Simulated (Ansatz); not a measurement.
# BN: the cost of one run

Computed with Ansatz 0.2.0 (DFT LDA, scalar-relativistic, plane waves, PAW, unless a step's input says otherwise).

1 further run of the same task is left out (it didn't finish).

## Step 1: The system as given

The structure is trigonal, space group R3m (No. 160). The conventional cell has a = 2.502 Å, b = 2.502 Å, c = 10.119 Å, α = 90.00°, β = 90.00°, γ = 120.00°. B (site symmetry 3m) has 3 N at 1.44 Å as nearest neighbours. Around N (site symmetry 3m) lie 3 B at 1.44 Å.

As a file:

```cif
data_structure
_symmetry_space_group_name_H-M 'P 1'
_symmetry_Int_Tables_number 1
_cell_length_a 3.6693
_cell_length_b 3.6693
_cell_length_c 3.6693
_cell_angle_alpha 39.872
_cell_angle_beta 39.872
_cell_angle_gamma 39.872
_cell_volume 18.29
loop_
_atom_site_label
_atom_site_type_symbol
_atom_site_fract_x
_atom_site_fract_y
_atom_site_fract_z
_atom_site_occupancy
B1 B 0.99967 0.99967 0.99967 1
N1 N 0.33276 0.33276 0.33276 1
```

It goes back to an entry of the Materials Project, which need not be the stable form.

No relaxation comes first: the listed cell is the starting point.

## Step 2: Zero of energy

The reference gives a free energy of -526.3417 eV, pressure -4.25 GPa, largest force 0.002 eV/Å and gap on the mesh 4.11 eV. It was computed beforehand with the settings of the runs below.

## Step 3: Next: biaxial against axial strain

The cell is strained by p along both x and y and by q along z, with fractional coordinates fixed.

## Step 4: At p = -0.080, q = -0.080

Contents of input.yaml:

```yaml
crystal:
  lattice:
    - [1.1510320406, 0.6645486584, 3.103099651]
    - [-1.1510320406, 0.6645486584, 3.103099651]
    - [0.0, -1.3290973169, 3.103099651]
  atoms:
    - { symbol: B, position: [0.9996712, 0.9996712, 0.9996712] }
    - { symbol: "N", position: [0.3327618, 0.3327618, 0.3327618] }
basis:
  ecutwfc: 420
kpoints:
  mp_grid: { grid: [12, 12, 12] }
hamiltonian:
  xc: lda
scf:
  occupations: { method: gaussian, width: 0.05 }
output:
  forces: true
  stress: true
  eigenvalues: true
```

Run with:

```bash
$ ansatz run input.yaml --threads 1 --pin off --max-ram 2560MiB --backend cpu --events-out ev --progress --plain --runs-dir out
```

What time and memory should one allow on 1 thread of Intel Xeon at 2.50GHz (Skylake/Cascade Lake), shared host?

About 4.5 s, with a peak of 0.32 GiB.
